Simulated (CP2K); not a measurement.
# Pb: equation of state with PBE

The system is Pb.

```
Pb
1.0
     3.50021    0.00000    0.00000
     1.75010    3.03127    0.00000
     1.75010    1.01042    2.85791
Pb
1
Direct
  0.00000 0.00000 0.00000
```

```yaml
Program: CP2K 2026.2
Task: equation of state
Functional: PBE
Potentials_or_basis: POTENTIAL_UZH Pb GTH-PBE-q4; TZVP-MOLOPT-PBE-GTH basis
Density_cutoff: 6123 eV
k_mesh: 9 × 9 × 9
Occupations: fermi-dirac, width 0.05 eV
Spin: no spin polarisation
SCF_solver: diagonalisation with k points
Quickstep_method: GPW
EPS_DEFAULT: 1.0E-10
EPS_SCF: 1.0E-6
MAX_SCF: 100
SCF_GUESS: ATOMIC
k_points_reduced_by_the_point_group: yes
Mesh_centred_on_Gamma: yes
CHOLESKY: OFF
EPS_EIGVAL: 1.0E-7
MIXING_METHOD: BROYDEN_MIXING
MIXING_ALPHA: 0.4
NBUFFER: 8
NGRIDS: 5
Basis_sets: Pb TZVP-MOLOPT-PBE-GTH-q4
Potentials: Pb GTH-PBE-q4 of POTENTIAL_UZH
ADDED_MOS: "[8]"
REL_CUTOFF_Ry: 60 Ry
MIXING_BETA_1/bohr: 1.5 1/bohr
CUTOFF_of_the_grids: 450 Ry
```

The equilibrium volume is 32.34 Å³/atom (rough: see the caveat) and the bulk modulus is 43 GPa (rough).

Energy against volume, from the lowest point:
```csv
volume (Å³/atom),energy (meV/atom)
28.503,77.20
29.110,52.70
29.716,33.47
30.323,19.03
30.929,8.91
31.535,2.70
32.142,0.00
```

All runs of the series together: 92 s on 1 thread of Arm Neoverse N1 (shared host).

Caveat: the minimum lies outside the volumes run; the basis of atomic orbitals isn't converged, which shifts pressures, moduli and gaps. Spin-orbit coupling is left out, which matters for the levels of Pb.
